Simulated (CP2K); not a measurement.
# GaN (F-43m) in CP2K: notebook

The runs below take GaN through single point, equation of state, with PBEsol.

All numbers are computed with CP2K 2026.2; they aren't measurements. Logs are shortened: lines on timing, memory, paths and dates and some standing lists are left out, and cuts for length are marked.

## (1) The crystal as given

Symmetry: F-43m, No. 216, cubic system. Conventional cell: a = 4.507 Å, b = 4.507 Å, c = 4.507 Å, α = 90.00°, β = 90.00°, γ = 90.00°. Ga (site symmetry -43m) has 4 N at 1.95 Å as nearest neighbours. Around N (site symmetry -43m) lie 4 Ga at 1.95 Å.

The cell is a database's computed one.

## (2) Single point, PBEsol, 11.44 Å³/atom

The input, gan_eos.inp:

```
&GLOBAL
  PROJECT gan_eos
  RUN_TYPE ENERGY_FORCE
  PRINT_LEVEL LOW
&END GLOBAL
&FORCE_EVAL
  METHOD QS
  STRESS_TENSOR ANALYTICAL
  &DFT
    BASIS_SET_FILE_NAME BASIS_MOLOPT_UZH
    POTENTIAL_FILE_NAME POTENTIAL_UZH
    &MGRID
      CUTOFF 450
      REL_CUTOFF 60
      NGRIDS 5
    &END MGRID
    &QS
      METHOD GPW
      EPS_DEFAULT 1.0E-9
    &END QS
    &KPOINTS
      SCHEME MONKHORST-PACK 10 10 10
      GAMMA_CENTERED T
      SYMMETRY T
      SYMMETRY_BACKEND SPGLIB
    &END KPOINTS
    &SCF
      SCF_GUESS ATOMIC
      EPS_SCF 1.0E-6
      MAX_SCF 100
      ADDED_MOS 10
      CHOLESKY OFF
      EPS_EIGVAL 1.0E-7
      &DIAGONALIZATION ON
        ALGORITHM STANDARD
      &END DIAGONALIZATION
      &MIXING ON
        METHOD BROYDEN_MIXING
        ALPHA 0.4
        BETA 1.5
        NBUFFER 8
      &END MIXING
      &SMEAR ON
        METHOD FERMI_DIRAC
        ELECTRONIC_TEMPERATURE [K] 580.226
      &END SMEAR
    &END SCF
    &XC
      &XC_FUNCTIONAL
        &GGA_X_PBE_SOL
        &END GGA_X_PBE_SOL
        &GGA_C_PBE_SOL
        &END GGA_C_PBE_SOL
      &END XC_FUNCTIONAL
    &END XC
    &PRINT
      &KPOINTS ON
      &END KPOINTS
      &MULLIKEN ON
      &END MULLIKEN
      &MO ON
        ENERGIES T
        OCCUPATION_NUMBERS T
        &EACH
          QS_SCF 0
        &END EACH
        ADD_LAST NUMERIC
      &END MO
    &END PRINT
  &END DFT
  &SUBSYS
    &CELL
      ABC 3.1869311219 3.1869311219 3.1869311220
      ALPHA_BETA_GAMMA 59.9999999991 59.9999999995 59.9999999994
      PERIODIC XYZ
    &END CELL
    &COORD
      SCALED
      Ga  0.0000000000 0.0000000000 0.0000000000
      N   0.2500000000 0.2500000000 0.2500000000
    &END COORD
    &KIND Ga
      BASIS_SET TZVP-MOLOPT-PBE-GTH-q13
      POTENTIAL GTH-PBE-q13
    &END KIND
    &KIND N
      BASIS_SET TZVP-MOLOPT-PBE-GTH-q5
      POTENTIAL GTH-PBE-q5
    &END KIND
    &PRINT
      &ATOMIC_COORDINATES ON
      &END ATOMIC_COORDINATES
      &CELL ON
      &END CELL
    &END PRINT
  &END SUBSYS
  &PRINT
    &FORCES ON
    &END FORCES
    &STRESS_TENSOR ON
    &END STRESS_TENSOR
  &END PRINT
&END FORCE_EVAL
```

Potentials or basis: POTENTIAL_UZH Ga GTH-PBE-q13, N GTH-PBE-q5; TZVP-MOLOPT-PBE-GTH basis.

Command:

```console
OMP_NUM_THREADS=2 cp2k.psmp -i gan_eos.inp -o gan_eos.out
```

gan_eos.out:

```text

 CP2K| version string:                                       CP2K version 2026.2
 CP2K| Input file name                                               gan_eos.inp

 GLOBAL| Force Environment number                                              1
 GLOBAL| Basis set file name                                    BASIS_MOLOPT_UZH
 GLOBAL| Potential file name                                       POTENTIAL_UZH
 GLOBAL| MM Potential file name                                     MM_POTENTIAL
 GLOBAL| Coordinate file name                                      __STD_INPUT__
 GLOBAL| Method name                                                        CP2K
 GLOBAL| Project name                                                    gan_eos
 GLOBAL| Run type                                                   ENERGY_FORCE
 GLOBAL| FFT library                                                       FFTW3
[... 5 lines left out ...]
 GLOBAL| Global print level                                                  LOW
 GLOBAL| Total number of message passing processes                             1
 GLOBAL| Number of threads for this process                                    2
 GLOBAL| CPU model name                                                  UNKNOWN

 CELL| Volume [angstrom^3]:                                            22.887746
 CELL| Vector a [angstrom]:       3.187     0.000     0.000   |a| =     3.186931
 CELL| Vector b [angstrom]:       1.593     2.760     0.000   |b| =     3.186931
 CELL| Vector c [angstrom]:       1.593     0.920     2.602   |c| =     3.186931
 CELL| Angle (b,c), alpha [degree]:                                    60.000000
 CELL| Angle (a,c), beta  [degree]:                                    60.000000
 CELL| Angle (a,b), gamma [degree]:                                    60.000000
 CELL| Numerically orthorhombic:                                              NO
 CELL| Periodicity                                                           XYZ

 CELL_REF| Volume [angstrom^3]:                                        22.887746
 CELL_REF| Vector a [angstrom     3.187     0.000     0.000   |a| =     3.186931
 CELL_REF| Vector b [angstrom     1.593     2.760     0.000   |b| =     3.186931
 CELL_REF| Vector c [angstrom     1.593     0.920     2.602   |c| =     3.186931
 CELL_REF| Angle (b,c), alpha [degree]:                                60.000000
 CELL_REF| Angle (a,c), beta  [degree]:                                60.000000
 CELL_REF| Angle (a,b), gamma [degree]:                                60.000000
 CELL_REF| Numerically orthorhombic:                                          NO
 CELL_REF| Periodicity                                                       XYZ

[... 9 lines left out ...]

  Total number of            - Atomic kinds:                                   2
                             - Atoms:                                          2
                             - Shell sets:                                     2
                             - Shells:                                        17
                             - Primitive Cartesian functions:                 11
                             - Cartesian basis functions:                     58
                             - Spherical basis functions:                     51

  Maximum angular momentum of- Orbital basis functions:                        3
                             - Local part of the GTH pseudopotential:          2
                             - Non-local part of the GTH pseudopotential:      4

 MODULE QUICKSTEP: ATOMIC COORDINATES IN ANGSTROM

   Atom Kind Element         X             Y             Z       Z(eff)     Mass
      1    1 Ga   31      0.000000      0.000000      0.000000  13.0000  69.7230
      2    2 N     7      1.593466      0.919988      0.650530   5.0000  14.0067

 SCF PARAMETERS         Density guess:                                    ATOMIC
                        --------------------------------------------------------
                        max_scf:                                             100
                        max_scf_history:                                       0
                        max_diis:                                              4
[... 5 lines left out ...]
                        --------------------------------------------------------
                        level_shift [a.u.]:                             0.000000
                        added MOs                                        10    0
                        --------------------------------------------------------
                        Mixing method:                            BROYDEN_MIXING
[... 11 lines left out ...]
 *******************************************************************************
 BRILLOUIN| K-point scheme                                        Monkhorst-Pack
 BRILLOUIN| K-Point grid                                            10   10   10
[... 36 lines left out ...]
     4 Broy./Diag. 0.40E+00    4.1     0.02304486       -84.3996455420 -2.69E-01
     5 Broy./Diag. 0.40E+00    4.1     0.00470263       -84.3664808914  3.32E-02
     6 Broy./Diag. 0.40E+00    4.2     0.00441163       -84.3843937073 -1.79E-02
     7 Broy./Diag. 0.40E+00    4.1     0.00044197       -84.3926894930 -8.30E-03
     8 Broy./Diag. 0.40E+00    4.3     0.00054718       -84.3914481578  1.24E-03
     9 Broy./Diag. 0.40E+00    4.3     0.00013280       -84.3916059593 -1.58E-04
    10 Broy./Diag. 0.40E+00    4.8     0.00002269       -84.3919017025 -2.96E-04
    11 Broy./Diag. 0.40E+00    5.3     0.00002215       -84.3918467647  5.49E-05
    12 Broy./Diag. 0.40E+00    4.4     0.00000778       -84.3918035189  4.32E-05
    13 Broy./Diag. 0.40E+00    4.2     0.00000275       -84.3917993733  4.15E-06
    14 Broy./Diag. 0.40E+00    4.2     0.00000069       -84.3917976520  1.72E-06

  *** SCF run converged in    14 steps ***

  Electronic density on regular grids:        -17.9999996013        0.0000003987
  Core density on regular grids:               17.9999999879       -0.0000000121
  Total charge density on r-space grids:        0.0000003866
  Total charge density g-space grids:           0.0000003866

  Overlap energy of the core charge distribution:               0.00000000520085
  Self energy of the core charge distribution:               -122.14139270774831
  Core Hamiltonian energy:                                     36.52836426246831
  Hartree energy:                                              13.81796154592464
  Exchange-correlation energy:                                -12.59673075782332
  Electronic entropic energy:                                  -0.00000000003914
  Fermi energy:                                                 0.24634412118110

  Total energy:                                               -84.39179765201698
  Total energy (extrapolated to T->0):                        -84.39179765199741

 MO| EIGENVALUES AND OCCUPATION NUMBERS FOR K POINT 1
 MO|
 MO|  Index      Eigenvalue [a.u.]        Eigenvalue [eV]             Occupation
 MO|      1              -0.340432              -9.263619               2.000000
 MO|      2              -0.275175              -7.487901               2.000000
 MO|      3              -0.275175              -7.487900               2.000000
 MO|      4              -0.264960              -7.209936               2.000000
 MO|      5              -0.264960              -7.209935               2.000000
 MO|      6              -0.234855              -6.390720               2.000000
[... 11 lines left out ...]
 MO|     18               1.183795              32.212688               0.000000
 MO|     19               1.183834              32.213773               0.000000
 MO| Sum:                                                              18.000000
 MO| E(Fermi):            0.246344 a.u.          6.703364 eV
[... 314 lines left out ...]
 MO|  Index      Eigenvalue [a.u.]        Eigenvalue [eV]             Occupation
 MO|      1              -0.333157              -9.065673               2.000000
 MO|      2              -0.273891              -7.452945               2.000000
 MO|      3              -0.270097              -7.349717               2.000000
 MO|      4              -0.268008              -7.292870               2.000000
 MO|      5              -0.264004              -7.183903               2.000000
 MO|      6              -0.217012              -5.905200               2.000000
[... 11 lines left out ...]
 MO|     18               1.218961              33.169629               0.000000
 MO|     19               1.312426              35.712940               0.000000
 MO| Sum:                                                              18.000000
 MO| E(Fermi):            0.246344 a.u.          6.703364 eV
 MO| Band gap:            0.260369 a.u.          7.084992 eV

 [... the levels of further k-points ...]

 !-----------------------------------------------------------------------------!
                     Mulliken Population Analysis

 #  Atom  Element  Kind  Atomic population                           Net charge
       1     Ga       1         11.908280                              1.091720
       2     N        2          6.091720                             -1.091720
 # Total charge                             18.000000                  0.000000

 !-----------------------------------------------------------------------------!

 ENERGY| Total FORCE_EVAL ( QS ) energy [hartree]            -84.391796754584107

 FORCES| Atomic forces [hartree/bohr]
 FORCES|   Atom     x               y               z               |f|
 FORCES|      1 -8.97115691E-06 -5.25837120E-06 -3.60146988E-06   1.10046676E-05
 FORCES|      2  2.07014298E-05  1.20399405E-05  8.38293400E-06   2.53728782E-05
 FORCES| Sum     1.17302729E-05  6.78156929E-06  4.78146411E-06
 FORCES| Total atomic force                                       1.43684162E-05

 STRESS| Analytical stress tensor [bar]
 STRESS|                        x                   y                   z
 STRESS|      x        1.73002777498E+04   2.66630610746E+02   1.88626133525E+02
 STRESS|      y        2.66630610746E+02   1.69898994159E+04   1.08175531452E+02
 STRESS|      z        1.88626133525E+02   1.08175531452E+02   1.69123153997E+04
 STRESS| 1/3 Trace                                             1.70674975218E+04
 STRESS| Determinant                                           4.96903811578E+12

 STRESS| Eigenvectors and eigenvalues of the analytical stress tensor [bar]
 STRESS|                        1                   2                   3
 STRESS| Eigenvalues   1.68357203751E+04   1.68366470608E+04   1.75301251295E+04
 STRESS|      x          -0.408538739873     -0.405357275649      0.817790668265
 STRESS|      y           0.067883038346      0.879997055250      0.470103260844
 STRESS|      z           0.910213156974     -0.247569509088      0.331996004557
```

Wall time 71 s (2 threads of Arm Neoverse V1, shared host); peak memory 0.31 GiB.

What came out:

```yaml
Free_energy: -2296.4176 eV
Pressure: 1.7 GPa
Band_gap_on_the_k_mesh: 1.59 eV, direct
Mulliken_charges: Ga +1.09; N -1.09 e
```

Caveat: Mulliken charges move with the basis; the potentials were made for another functional, which shifts forces and pressure; the basis of atomic orbitals isn't converged, which shifts pressures, moduli and gaps.

## (3) Single point, PBEsol, 11.21 Å³/atom (volume scaled by 0.98)

Changes to gan_eos.inp since step 2:

```diff
@@ -11,2 +11,3 @@
     POTENTIAL_FILE_NAME POTENTIAL_UZH
+    WFN_RESTART_FILE_NAME previous-RESTART.kp
     &MGRID
@@ -27,3 +28,3 @@
     &SCF
-      SCF_GUESS ATOMIC
+      SCF_GUESS RESTART
       EPS_SCF 1.0E-6
@@ -72,4 +73,4 @@
     &CELL
-      ABC 3.1869311219 3.1869311219 3.1869311220
-      ALPHA_BETA_GAMMA 59.9999999991 59.9999999995 59.9999999994
+      ABC 3.1655416779 3.1655416780 3.1655416780
+      ALPHA_BETA_GAMMA 59.9999999989 59.9999999995 60.0000000001
       PERIODIC XYZ
```

Potentials or basis: POTENTIAL_UZH Ga GTH-PBE-q13, N GTH-PBE-q5; TZVP-MOLOPT-PBE-GTH basis.

Command:

```console
OMP_NUM_THREADS=2 cp2k.psmp -i gan_eos.inp -o gan_eos.out
```

It took 54 s on 2 threads of Arm Neoverse V1, shared host; peak memory 0.3 GiB.

Results (log left out):

```yaml
Free_energy: -2296.4070 eV
Pressure: 5.8 GPa
Band_gap_on_the_k_mesh: 1.71 eV, direct
Mulliken_charges: Ga +1.06; N -1.06 e
```

Caveat: Mulliken charges move with the basis; the potentials were made for another functional, which shifts forces and pressure; the basis of atomic orbitals isn't converged, which shifts pressures, moduli and gaps.

## (4) Single point, PBEsol, 11.67 Å³/atom (volume scaled by 1.02)

Changes to gan_eos.inp since step 3:

```diff
@@ -73,4 +73,4 @@
     &CELL
-      ABC 3.1655416779 3.1655416780 3.1655416780
-      ALPHA_BETA_GAMMA 59.9999999989 59.9999999995 60.0000000001
+      ABC 3.2080372411 3.2080372411 3.2080372412
+      ALPHA_BETA_GAMMA 59.9999999994 59.9999999998 59.9999999994
       PERIODIC XYZ
```

Command:

```console
OMP_NUM_THREADS=2 cp2k.psmp -i gan_eos.inp -o gan_eos.out
```

Wall time 55 s (2 threads of Arm Neoverse V1, shared host); peak memory 0.3 GiB.

It converged, with:

| Quantity | Value |
| --- | --- |
| Free energy | -2296.4172 eV |
| Pressure | -1.9 GPa |
| Band gap on the k mesh | 1.46 eV, direct |
| Mulliken charges | Ga +1.12; N -1.12 e |

Caveat: Mulliken charges move with the basis; the potentials were made for another functional, which shifts forces and pressure; the basis of atomic orbitals isn't converged, which shifts pressures, moduli and gaps.

## (5) Single point, PBEsol, 10.99 Å³/atom (volume scaled by 0.96)

Changes to gan_eos.inp since step 4:

```diff
@@ -73,4 +73,4 @@
     &CELL
-      ABC 3.2080372411 3.2080372411 3.2080372412
-      ALPHA_BETA_GAMMA 59.9999999994 59.9999999998 59.9999999994
+      ABC 3.1438592052 3.1438592052 3.1438592051
+      ALPHA_BETA_GAMMA 59.9999999995 59.9999999994 59.9999999998
       PERIODIC XYZ
```

Command:

```console
OMP_NUM_THREADS=2 cp2k.psmp -i gan_eos.inp -o gan_eos.out
```

Wall time 57 s (2 threads of Arm Neoverse V1, shared host); peak memory 0.31 GiB.

Results (log left out):

| Property | Result |
| --- | --- |
| Free energy | -2296.3842 eV |
| Pressure | 10.3 GPa |
| Band gap on the k mesh | 1.84 eV, direct |
| Mulliken charges | Ga +1.02; N -1.02 e |

Caveat: Mulliken charges move with the basis; the potentials were made for another functional, which shifts forces and pressure; the basis of atomic orbitals isn't converged, which shifts pressures, moduli and gaps.

## (6) Single point, PBEsol, 11.90 Å³/atom (volume scaled by 1.04)

Changes to gan_eos.inp since step 5:

```diff
@@ -73,4 +73,4 @@
     &CELL
-      ABC 3.1438592052 3.1438592052 3.1438592051
-      ALPHA_BETA_GAMMA 59.9999999995 59.9999999994 59.9999999998
+      ABC 3.2288692355 3.2288692355 3.2288692355
+      ALPHA_BETA_GAMMA 59.9999999982 59.9999999990 59.9999999989
       PERIODIC XYZ
```

Potentials or basis: POTENTIAL_UZH Ga GTH-PBE-q13, N GTH-PBE-q5; TZVP-MOLOPT-PBE-GTH basis.

Command:

```console
OMP_NUM_THREADS=2 cp2k.psmp -i gan_eos.inp -o gan_eos.out
```

Wall time 50 s (2 threads of Arm Neoverse V1, shared host); peak memory 0.3 GiB.

Results (log left out):

```
Free energy            : -2296.4069 eV
Pressure               : -5.2 GPa
Band gap on the k mesh : 1.34 eV, direct
Mulliken charges       : Ga +1.14; N -1.14 e
```

Caveat: Mulliken charges move with the basis; the potentials were made for another functional, which shifts forces and pressure; the basis of atomic orbitals isn't converged, which shifts pressures, moduli and gaps.

## (7) Single point, PBEsol, 10.76 Å³/atom (volume scaled by 0.94)

Changes to gan_eos.inp since step 6:

```diff
@@ -73,4 +73,4 @@
     &CELL
-      ABC 3.2288692355 3.2288692355 3.2288692355
-      ALPHA_BETA_GAMMA 59.9999999982 59.9999999990 59.9999999989
+      ABC 3.1218734564 3.1218734565 3.1218734565
+      ALPHA_BETA_GAMMA 59.9999999983 59.9999999992 59.9999999989
       PERIODIC XYZ
```

Command:

```console
OMP_NUM_THREADS=2 cp2k.psmp -i gan_eos.inp -o gan_eos.out
```

It took 89 s on 2 threads of Arm Neoverse V1, shared host; peak memory 0.3 GiB.

Results (log left out):

```yaml
Free_energy: -2296.3409 eV
Pressure: 15.4 GPa
Band_gap_on_the_k_mesh: 1.98 eV, direct
Mulliken_charges: Ga +0.98; N -0.98 e
```

Caveat: Mulliken charges move with the basis; the potentials were made for another functional, which shifts forces and pressure; the basis of atomic orbitals isn't converged, which shifts pressures, moduli and gaps; the real-space grid breaks the cell's symmetry a little.

## (8) Single point, PBEsol, 12.13 Å³/atom (volume scaled by 1.06)

Changes to gan_eos.inp since step 7:

```diff
@@ -73,4 +73,4 @@
     &CELL
-      ABC 3.1218734564 3.1218734565 3.1218734565
-      ALPHA_BETA_GAMMA 59.9999999983 59.9999999992 59.9999999989
+      ABC 3.2494358361 3.2494358361 3.2494358361
+      ALPHA_BETA_GAMMA 59.9999999984 59.9999999992 59.9999999990
       PERIODIC XYZ
```

Command:

```console
OMP_NUM_THREADS=2 cp2k.psmp -i gan_eos.inp -o gan_eos.out
```

Run time: 55 s. Hardware: 2 threads of Arm Neoverse V1, shared host; peak memory 0.3 GiB.

It converged, with:

```yaml
Free_energy: -2296.3878 eV
Pressure: -8.1 GPa
Band_gap_on_the_k_mesh: 1.22 eV, direct
Mulliken_charges: Ga +1.16; N -1.16 e
```

Caveat: Mulliken charges move with the basis; the potentials were made for another functional, which shifts forces and pressure; the basis of atomic orbitals isn't converged, which shifts pressures, moduli and gaps; the real-space grid breaks the cell's symmetry a little.

## (9) Equation of state, PBEsol

Potentials or basis: POTENTIAL_UZH Ga GTH-PBE-q13, N GTH-PBE-q5; TZVP-MOLOPT-PBE-GTH basis.

No new run: the results of the series are fitted here.

What came out:

```
Equilibrium volume : 11.53 Å³/atom (rough: see the caveat)
Bulk modulus       : 189 GPa (rough)
```

Energy against volume, from the lowest point:
| volume (Å³/atom) | energy (meV/atom) |
| --- | --- |
| 10.757 | 38.34 |
| 10.986 | 16.69 |
| 11.215 | 5.29 |
| 11.444 | 0.00 |
| 11.673 | 0.21 |
| 11.902 | 5.35 |
| 12.131 | 14.90 |

Caveat: the fit is doubtful: noisy points or a state that changes with volume; the potentials were made for another functional, which shifts forces and pressure; the basis of atomic orbitals isn't converged, which shifts pressures, moduli and gaps.
